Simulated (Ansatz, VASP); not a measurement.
# One calculation of CdGeAs2, two programs

Contents of INCAR:

```
PREC = Accurate
ENCUT = 520
EDIFF = 1E-6
ISMEAR = -1
SIGMA = 0.02
LREAL = F
LASPH = T
NELM = 80
ALGO = Normal
ISIF = 2
LWAVE = F
LCHARG = F
GGA = PS
NBANDS = 26
```

Contents of KPOINTS:

```
regular mesh
0
Gamma
  4 4 4
```

POSCAR

```
CdGeAs2
1.0
    4.0763717120      0.0000000000      0.0000000000
    0.0000000000      4.0763717120      0.0000000000
    0.0000000000      0.0000000000      6.1183213177
Cd As Ge
1 2 1
Direct
    0.0000000000      0.0000000000      0.0000000000
    0.0000000000      0.5000000000      0.2672334419
    0.5000000000      0.0000000000      0.7327665581
    0.5000000000      0.5000000000      0.5000000000
```

Input for Ansatz:

```yaml
crystal:
  lattice:
    - [4.076371712, 0.0, 0.0]
    - [0.0, 4.076371712, 0.0]
    - [0.0, 0.0, 6.1183213177]
  atoms:
    - { symbol: Cd, position: [0.0, 0.0, 0.0] }
    - { symbol: As, position: [0.0, 0.5, 0.2672334419] }
    - { symbol: Ge, position: [0.5, 0.5, 0.5] }
    - { symbol: As, position: [0.5, 0.0, 0.7327665581] }
kpoints:
  mp_grid: { grid: [4, 4, 4] }
hamiltonian:
  xc: pbesol
scf:
  occupations: { method: fermi_dirac, width: 0.02 }
  n_extra_bands: 5
  mixing: { preconditioner: none }
output:
  forces: true
  stress: true
  eigenvalues: true
```

Alike in both runs: task single point; functional PBEsol; k mesh 4 × 4 × 4; occupations fermi-dirac, width 0.02 eV; no spin polarisation.

|  | VASP | Ansatz |
| --- | --- | --- |
| version | VASP 6.6.1 | Ansatz 0.2.0 |
| potentials or method | VASP PAW PBE potentials, release 64 (Cd, As, Ge_d) | plane waves |
| plane-wave cutoff (eV) | 520 | 420 |
| valence electrons in the cell | 36 | 64 |

VASP gave:

* pressure (GPa): -0.3
* largest component of the traceless stress (GPa): 0.69
* rms of the force components (eV/Å): 0.038

**Question.** What did Ansatz give for the same quantities?

**Answer.** Pressure (GPa): -0.5; largest component of the traceless stress (GPa): 0.69; rms of the force components (eV/Å): 0.043.

With one functional, cell and mesh, what is left measures potentials, basis and numerics. The two sets of potentials don't hold the same shells in valence.

Caveats: the k mesh is coarse (spacing up to 0.39 Å⁻¹), so the values aren't converged; the PAW data sets were made with another functional, which shifts forces and pressure a little (VASP).
